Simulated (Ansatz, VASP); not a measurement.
Given: the input of a run of Ansatz 0.2.0 on WC.

input.yaml

```yaml
crystal:
  lattice:
    - [0.0, 2.192684, 2.192684]
    - [2.192684, 0.0, 2.192684]
    - [2.192684, 2.192684, 0.0]
  atoms:
    - { symbol: W, position: [0.0, 0.0, 0.0] }
    - { symbol: C, position: [0.5, 0.5, 0.5] }
kpoints:
  mp_grid: { grid: [10, 10, 10] }
scf:
  occupations: { method: gaussian, width: 0.05 }
hamiltonian:
  xc: rpbe
  pseudopotentials: { kind: all_electron, lapw: { basis_error: 0.001 } }
output:
  forces: true
  stress: true
  eigenvalues: true
```

Potentials or basis: all-electron LAPW, scalar-relativistic.

Launch:

```console
$ ansatz run input.yaml --threads 1 --pin off --max-ram 3072MiB --backend cpu --events-out ev --progress --plain --runs-dir out
```

Task: Translate it to VASP 6.6.1. Potentials there: VASP PAW PBE potentials, release 64 (W_sv, C).

Result: As run (the cutoff follows the program's own potentials):

Contents of INCAR:

```
PREC     = Accurate       # precision mode
ENCUT    = 520            # plane-wave cutoff, eV
EDIFF    = 1E-6           # SCF threshold, eV
ISMEAR   = 0              # smearing method
SIGMA    = 0.05           # smearing width, eV
LREAL    = F              # projectors in reciprocal space
LASPH    = T              # aspherical terms in the spheres
NELM     = 60             # most SCF steps
ALGO     = Normal         # electronic algorithm
ISIF     = 2              # what is computed and relaxed
LWAVE    = F              # write WAVECAR
LCHARG   = F              # write CHGCAR
GGA      = RP             # functional
NBANDS   = 16             # bands
```

The input KPOINTS:

```
Automatic mesh
0
Gamma
  10 10 10
```

Contents of POSCAR:

```
WC
1.0
    0.0000000000      2.1926840000      2.1926840000
    2.1926840000      0.0000000000      2.1926840000
    2.1926840000      2.1926840000      0.0000000000
W C
1 1
Direct
    0.0000000000      0.0000000000      0.0000000000
    0.5000000000      0.5000000000      0.5000000000
```

Potentials or basis: VASP PAW PBE potentials, release 64 (W_sv, C).

Run with:

```bash
$ cat potpaw_PBE.64/W_sv/POTCAR potpaw_PBE.64/C/POTCAR > POTCAR
$ mpirun -np 1 vasp_std > vasp.out
```

Both were run:

|  | VASP | Ansatz | Ansatz less VASP |
| --- | --- | --- | --- |
| gap on the k mesh at the Fermi level (eV) | none | none | - |
| pressure (GPa) | 3.5 | 2.8 | -0.75 |

A gap of «none» marks a metal or a gap that the smearing closes. Ansatz ran all-electron here, so the differences hold the error of VASP's frozen core and of both bases.

Caveats: the PAW data sets were made with another functional, which shifts forces and pressure a little (VASP). The runs have no spin-orbit coupling, so splittings on W are missing.
